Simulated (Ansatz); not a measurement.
H:

```
CELL_PARAMETERS angstrom
2.64964 0.00000 0.00000
0.00000 2.64964 0.00000
0.00000 0.00000 0.98049
ATOMIC_POSITIONS crystal
H 0.00000 0.00000 0.50000
```

* Program: Ansatz 0.2.0
* Task: relaxation of cell and atoms
* Functional: PBEsol
* Potentials or basis: Ansatz PAW
* Cutoff: 420 eV (not typed: the program's choice for these potentials)
* k mesh: 10 × 10 × 26
* Occupations: fermi-dirac, width 0.05 eV
* Spin: no spin polarisation

At the start: volume 6.88 Å³/atom.

Task: Where does the relaxation end?

Result: It ends after 14 steps and the volume is 10.26 Å³/atom (+49.0 %); space group P4/mmm (No. 123, to 0.05 Å).

The path:
| step | energy change (eV) | largest force (eV/Å) | volume (Å³) |
| --- | --- | --- | --- |
| 1 | 0.0000 | 0.0000 | 6.88 |
| 2 | -0.0023 | 0.0000 | 7.21 |
| 3 | -0.0044 | 0.0000 | 7.96 |
| 4 | -0.0045 | 0.0000 | 8.30 |
| 5 | -0.0044 | 0.0000 | 8.39 |
| 6 | -0.0086 | 0.0000 | 8.39 |
| 7 | -0.0089 | 0.0000 | 8.90 |
| 8 | -0.0084 | 0.0000 | 9.39 |
| 9 | -0.0083 | 0.0000 | 9.48 |
| 10 | -0.0104 | 0.0000 | 9.48 |
| 11 | -0.0100 | 0.0000 | 9.91 |
| 12 | -0.0097 | 0.0000 | 10.22 |
| 13 | -0.0096 | 0.0000 | 10.26 |
| 14 | -0.0108 | 0.0000 | 10.26 |

Final structure:
```
H
1.0
     3.21805    0.00000    0.00000
     0.00000    3.21805    0.00000
     0.00000    0.00000    0.99031
H
1
Direct
  0.00000 0.00000 0.50000
```

Caveat: the volume moved by over 15 % at a fixed basis, so the end points are rough; the plane-wave basis is chosen anew once the cell has moved, so the energies of steps on either side of that aren't comparable.
